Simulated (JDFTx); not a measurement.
Set up this calculation in JDFTx 1.7.0 (patched build), as the native input.

```yaml
Task: single point
Functional: PBE
Potentials_or_basis: PseudoDojo-SR-PBE-0.5-standard with smoothed tails
Cutoff: 1143 eV
Density_cutoff: 9143 eV
k_mesh: 11 × 11 × 6
Occupations: fermi-dirac, width 0.05 eV
Spin: no spin polarisation
Hubbard_terms: Tc d U = 2 eV
Local_potential_set_to_-Z/r_beyond: 6 bohr
Bands: 22
Density_cutoff_over_wavefunction_cutoff: 8
Max_SCF_steps: 100
SCF_threshold_on_the_energy: 1e-09 Ha
Solver_of_the_electrons: scf
Further_solve_for_the_empty_bands: yes
Hubbard_projectors: atomic pseudo-orbitals, not orthogonalised
```

Crystal: Tc.

```
Tc
1.0
     2.74000    0.00000    0.00000
    -1.37000    2.37291    0.00000
     0.00000    0.00000    4.39800
Tc
2
Direct
  0.66667 0.33333 0.75000
  0.33333 0.66667 0.25000
```

These files were run (other wordings do the same):

Tc.in

```
include Tc.lattice
coords-type Lattice
include Tc.ionpos

ion-species pseudo/Tc.upf
elec-cutoff 42 336
elec-ex-corr gga-PBE
kpoint-folding 11 11 6
elec-smearing Fermi 0.0018374661
elec-n-bands 22
add-U Tc d 0.073499
electronic-SCF nIterations 100 energyDiffThreshold 1e-09
electronic-minimize nIterations 30 energyDiffThreshold 1e-7
converge-empty-states yes
forces-output-coords Cartesian

dump-name run.$VAR
dump End Ecomponents EigStats BandEigs Kpoints Forces Stress RhoAtom ElecDensity Dtot KEdensity
```

Tc.lattice

```
lattice \
    5.1778495815    -2.5889247907     0.0000000000 \
    0.0000000000     4.4841492746     0.0000000000 \
    0.0000000000     0.0000000000     8.3110154961
```

Tc.ionpos

```
ion Tc     0.6666666667     0.3333333333     0.7500000000 1
ion Tc     0.3333333333     0.6666666667     0.2500000000 1
```

Potentials or basis: PseudoDojo-SR-PBE-0.5-standard with smoothed tails.

The run is started by

```bash
$ jdftx -c 1 -i Tc.in -o Tc.out
```

Results of the run:

```
Pressure               : -2.8 GPa
Band gap on the k mesh : none (metal or under the smearing width)
```

Caveat: U without spin polarisation on a metal has little footing; the U is typed as a test and isn't derived for this compound.

Wall time 2.8 min on 1 thread of AMD EPYC 7R43 64-Core Processor (Zen 3) (shared host), peak memory 0.19 GiB.
